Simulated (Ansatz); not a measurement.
InSb: stationary points along a deformation path

Computed with Ansatz 0.2.0, DFT PBEsol, scalar-relativistic, plane waves, PAW. Cutoff 420 eV, Γ-centred 24×24×24 k-points, Gaussian smearing of 0.15 eV. No spin polarisation. Energies are free energies at this smearing, counted from the undisturbed cell; pressure is positive in compression.

The undisturbed cell (relaxed at this level; with this scan's settings it stands at 0.1 GPa; this form isn't the usual structure):

```
In Sb
1.0
    -2.90271    2.90271    1.58491
     2.90271   -2.90271    1.58491
     2.90271    2.90271   -1.58491
In Sb
1 1
Direct
  0.25000 0.75000 0.50000
  0.00000 0.00000 0.00000
```

At fixed volume and fractional coordinates, lengths along (0.000, 0.000, 1.000) are scaled against those across it; ρ is that ratio over its starting value. V = 26.708 Å³/atom. Δσ is the stress along the axis less the mean stress across it (compression positive).

| ρ | ΔE (meV/atom) | Δσ (GPa) | space group |
| --- | --- | --- | --- |
| 0.850 | 113.0 | 13.62 | I-4m2 |
| 0.920 | 25.7 | 6.07 | I-4m2 |
| 1.000 | 0.0 | -0.30 | I-4m2 |
| 1.100 | 29.4 | -4.78 | I-4m2 |
| 1.200 | 86.3 | -6.71 | I-4m2 |

Task: How does the stress give the slope of the energy, and where is the energy stationary?

Result: Along the path d ln(length) is 2/3 d ln ρ on the axis and −1/3 d ln ρ across it, so dE/d ln ρ = −(2/3) V Δσ: the energy falls with ρ where Δσ is positive. Δσ vanishes or changes sign between ρ = 0.920 and 1.000, a minimum (near 1.00 by linear interpolation). Pairs of stationary points between two samples would go unseen, and could change a minimum read from distant neighbours into a maximum.

Task: Integrate that slope from ρ = 1 to 0.850 by the trapezoid rule.

Result: With V/N in Å³ and 1 eV/Å³ = 160.2 GPa the slopes at ρ = 1.000, 0.920, 0.850 are 33, -675, -1514 meV/atom per unit of ln ρ. The steps add 26.8 + 86.6 = 113.3 meV/atom, against 113.0 from the energies; the trapezoid rule misses the curvature of the slope within each step.

In a metal these slopes depend on the k mesh and the smearing.

Cost: 5 runs of about 3.2 core-minutes in all, on AMD EPYC 9R45 (Zen 5) (shared hosts).